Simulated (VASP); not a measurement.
**HfO2: equation of state with PBE**

Crystal: HfO2.

```
Hf O
1.0
     0.00000    2.55750    2.55750
     2.55750    0.00000    2.55750
     2.55750    2.55750    0.00000
Hf O
1 2
Direct
  0.00000 0.00000 0.00000
  0.75000 0.75000 0.75000
  0.25000 0.25000 0.25000
```

Measurements of this composition are mostly on another form, of space group No. 14.

* Program: VASP 6.6.1
* Task: equation of state
* Functional: PBE
* Potentials or basis: VASP PAW PBE potentials, release 64 (Hf_pv, O)
* Cutoff: 520 eV
* k mesh: 9 × 9 × 9
* Occupations: fermi-dirac, width 0.05 eV
* Spin: no spin polarisation

```
Equilibrium volume                      : 10.89 Å³/atom
Bulk modulus                            : 252 GPa
Pressure derivative of the bulk modulus : 4.3
```

Energy against volume, from the lowest point:
```csv
volume (Å³/atom),energy (meV/atom)
10.483,12.37
10.706,2.27
10.929,0.00
11.152,4.77
11.375,15.85
11.598,32.61
11.821,54.45
```

All runs of the series together: 110 s on 1 thread of Intel(R) Xeon(R) 6975P-C (Granite Rapids) (shared host).

Spin-orbit coupling is left out, which matters for the levels of Hf.
